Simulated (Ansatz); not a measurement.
Crystal: Zn.

```
Zn
1.0
     0.00000    1.96478    1.96478
     1.96478    0.00000    1.96478
     1.96478    1.96478    0.00000
Zn
1
Direct
  0.00000 0.00000 0.00000
```

This isn't the form of Zn at room conditions, which is hcp.

```yaml
Program: Ansatz 0.2.0
Task: relaxation of cell and atoms
Functional: PBEsol
Dispersion: D4
Potentials_or_basis: Ansatz PAW
Cutoff: "420 eV (not typed: the program's choice for these potentials)"
k_mesh: 12 × 12 × 12
Occupations: fermi-dirac, width 0.05 eV
Spin: no spin polarisation
```

At the start: volume 15.17 Å³/atom.

How do energy, volume and symmetry change on relaxing?

It ends after 5 steps and the volume is 13.77 Å³/atom (-9.2 %); space group Fm-3m (No. 225, to 0.05 Å).

The path:
```csv
step,energy change (eV),largest force (eV/Å),volume (Å³)
1,0.0000,0.0000,15.17
2,-0.0324,0.0000,14.12
3,-0.0350,0.0000,13.69
4,-0.0351,0.0000,13.77
5,-0.0343,0.0000,13.77
```

Final structure:
```xyz
1
Lattice="0.0000 1.9023 1.9023 1.9023 0.0000 1.9023 1.9023 1.9023 0.0000" Properties=species:S:1:pos:R:3 pbc="T T T"
Zn    0.0000    0.0000    0.0000
```

Caveat: the plane-wave basis is chosen anew once the cell has moved, so the energies of steps on either side of that aren't comparable; pairwise dispersion overbinds metals, which lowers pressure and volume; the PAW data sets come from PBE, with cores solved anew for the run's functional, which leaves a small shift of forces and pressure.
